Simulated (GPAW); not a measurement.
A run of GPAW 26.7.0 is set up as follows.

The input run.py:

```python
import numpy as np
from ase import Atoms
from ase.dft.bandgap import bandgap
from ase.io import write
from gpaw import GPAW, PW
from gpaw.response.df import DielectricFunction

atoms = Atoms(['N', 'B'],
              cell=[[0.0, 1.813001, 1.813001],
                    [1.813001, 0.0, 1.813001],
                    [1.813001, 1.813001, 0.0]],
              scaled_positions=[[0.25, 0.25, 0.25],
                                [0.0, 0.0, 0.0]],
              pbc=True)

calc = GPAW(mode=PW(600),
            xc='RPBE',
            kpts={'size': (10, 10, 10), 'gamma': True},
            occupations={'name': 'fermi-dirac', 'width': 0.001},
            nbands=11,
            convergence={'density': 1e-06},
            maxiter=150,
            txt='gpaw.txt')
atoms.calc = calc
energy = atoms.get_potential_energy()
calc.write('gs.gpw')
write('result.traj', atoms)
print(f'Energy: {energy:.6f} eV')
print('Fermi level:', round(calc.get_fermi_level(), 4), 'eV')
print(f'Gap: {bandgap(calc)[0]:.4f} eV, direct: {bandgap(calc, direct=True)[0]:.4f} eV')

for size in [(32, 32, 32)]:
    name = 'x'.join(str(n) for n in size)
    dense = calc.fixed_density(kpts={'size': size, 'gamma': True},
                               nbands=30, convergence={'bands': 24, 'eigenstates': 1e-7},
                               update_fermi_level=True, txt=f'dense-{name}.txt')
    dense.write(f'{name}.gpw', mode='all')
    df = DielectricFunction(f'{name}.gpw', frequencies=np.array([0.0]), hilbert=False, eta=0.001,
                            ecut=80, nbands=24, intraband=False, txt=f'df-{name}.txt')
    for xc in ['RPA']:
        for direction in ['x', 'y', 'z', [0, 1, 1], [1, 0, 1], [1, 1, 0]]:
            e0, e = df.get_macroscopic_dielectric_constant(xc=xc, direction=direction)
            print(f'{name} {xc} {direction}: {e0:.4f} without, {e:.4f} with local fields')
```

Potentials or basis: the program's PAW data sets (release 1.2.1) made for this functional, pw.

Launch:

```console
$ OMP_NUM_THREADS=1 python run.py
```

Problem. Predict the electronic dielectric tensor (diagonal).

Solution. 4.50.

Problem. Predict the band gap on the k mesh.

Solution. 4.48 eV, indirect (least direct gap 8.84 eV).

Electronic dielectric tensor:
```
4.50 0.00 0.00
0.00 4.50 0.00
0.00 0.00 4.50
```

Caveat: the long-wavelength limit can be off by a per cent or two.

**Experimental background.**

From a printed reference work, monograph, for a bulk crystal of BN at 300 K: band gap 6.4 eV (indirect).

Measured gap of BN: 6.4 eV (indirect; 300 K; a printed reference work, monograph). This calculation gives 4.48 eV (-1.92 eV). The value is that of RPBE on a finite k mesh, which can miss the band edges, without temperature or zero-point motion. Semilocal functionals fall short of measured gaps as a rule. The cell is a database's relaxed one, not the measured one, which moves gaps too.
